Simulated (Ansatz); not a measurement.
PbO (zincblende): G0W0 against its settings

PbO in the zincblende structure, relaxed with r2SCAN; one-shot G0W0 in Ansatz without spin-orbit coupling. The calculation is spin-unpolarised, and the structure need not be a phase that has been made.

```cif
data_structure
_symmetry_space_group_name_H-M 'P 1'
_symmetry_Int_Tables_number 1
_cell_length_a 3.9581
_cell_length_b 3.9581
_cell_length_c 3.9581
_cell_angle_alpha 60.000
_cell_angle_beta 60.000
_cell_angle_gamma 60.000
_cell_volume 43.85
loop_
_atom_site_label
_atom_site_type_symbol
_atom_site_fract_x
_atom_site_fract_y
_atom_site_fract_z
_atom_site_occupancy
Pb1 Pb 0.00000 0.00000 0.00000 1
O1 O 0.25000 0.25000 0.25000 1
```

Gaps are read over the mesh points alone. G0W0 here is at a finite number of bands, screening cutoff and k mesh, not at the basis limit.
```
 start       potentials      frequency model   mesh  empty bands  screening cutoff (eV)  Kohn-Sham gap (eV)  G0W0 gap (eV)       rough cost
   PBE              PAW  contour deformation  4×4×4           71                     80                0.43           0.26   5 core-seconds
   PBE              PAW  contour deformation  4×4×4          164                    140                0.43           0.42  17 core-seconds
   PBE              PAW  contour deformation  4×4×4          302                    210                0.43           0.56  70 core-seconds
 HSE06              PAW  contour deformation  4×4×4          164                    140                1.05           0.83  40 core-seconds
   LDA              PAW  contour deformation  4×4×4          164                    140                0.36           0.52  17 core-seconds
r2SCAN              PAW  contour deformation  4×4×4          164                    140                0.62           0.55  19 core-seconds
   PBE              PAW     Godby-Needs pole  4×4×4          164                    140                0.43           0.23  20 core-seconds
   PBE              PAW  contour deformation  6×6×6           71                     80                0.47           0.39  25 core-seconds
   PBE  norm-conserving  contour deformation  4×4×4          164                    140                0.44           0.44  40 core-seconds
```

The quasiparticle gap on this mesh is 0.56 eV (W to X), against 0.43 eV from PBE: +0.13 eV. Renormalisation factors Z lie between 0.57 and 0.81.

Raising bands and cutoff together moves the gap by +0.16 eV (80 to 140 eV), then +0.14 eV (140 to 210 eV); the last step is still large, so the basis limit isn't reached. Starting from HSE06 (1.05 eV against PBE's 0.43 eV) gives 0.83 eV, +0.41 eV from G0W0@PBE at the same screening cutoff. Starting from LDA (0.36 eV against PBE's 0.43 eV) gives 0.52 eV, +0.10 eV from G0W0@PBE at the same screening cutoff. Starting from r2SCAN (0.62 eV against PBE's 0.43 eV) gives 0.55 eV, +0.13 eV from G0W0@PBE at the same screening cutoff. The Godby-Needs plasmon pole differs from contour deformation by -0.19 eV. A 6×6×6 mesh in place of 4×4×4 changes the opening over PBE by +0.08 eV (the gap on the mesh by +0.13 eV, the PBE gap by +0.04 eV). Norm-conserving potentials (wave cutoff 1240 eV against 420 eV) shift the quasiparticle gap by +0.02 eV and the PBE gap by +0.01 eV. r2SCAN runs take a wave cutoff of 500 eV.
